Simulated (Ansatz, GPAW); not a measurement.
## Rb: programs and potentials compared

```
Rb
1.0
    -2.80250    2.80250    2.80250
     2.80250   -2.80250    2.80250
     2.80250    2.80250   -2.80250
Rb
1
Cartesian
  0.0000 0.0000 0.0000
```

Alike in all runs: task single point; functional RPBE; k mesh 7 × 7 × 7; occupations gaussian, width 0.05 eV; no spin polarisation; no spin-orbit coupling. Pressure is positive in compression and, in plane waves, holds the error of the finite cutoff, which Ansatz's Pulay term estimates and takes out.

| program and potentials | plane-wave cutoff (eV) | notes | pressure (GPa) |
| --- | --- | --- | --- |
| Ansatz, Ansatz PAW | 420 | potentials made for PBE, which Ansatz adapts in part | 0.40 |
| Ansatz, all-electron LAPW, scalar-relativistic | - | - | 0.40 |
| GPAW, the program's PAW data sets (release 1.2.1) made for this functional | 600 | - | 0.38 |

The pressure spans 0.38 (GPAW, the program's PAW data sets (release 1.2.1) made for this functional) to 0.40 GPa (Ansatz, all-electron LAPW, scalar-relativistic), with all-electron results at 0.40. Some sets were made for another functional than the one run, which can shift their rows.

Differences between rows come from potentials, basis sets and numerical settings, since the functional is the same but for its coding. Runs on potential files found faulty are left out.
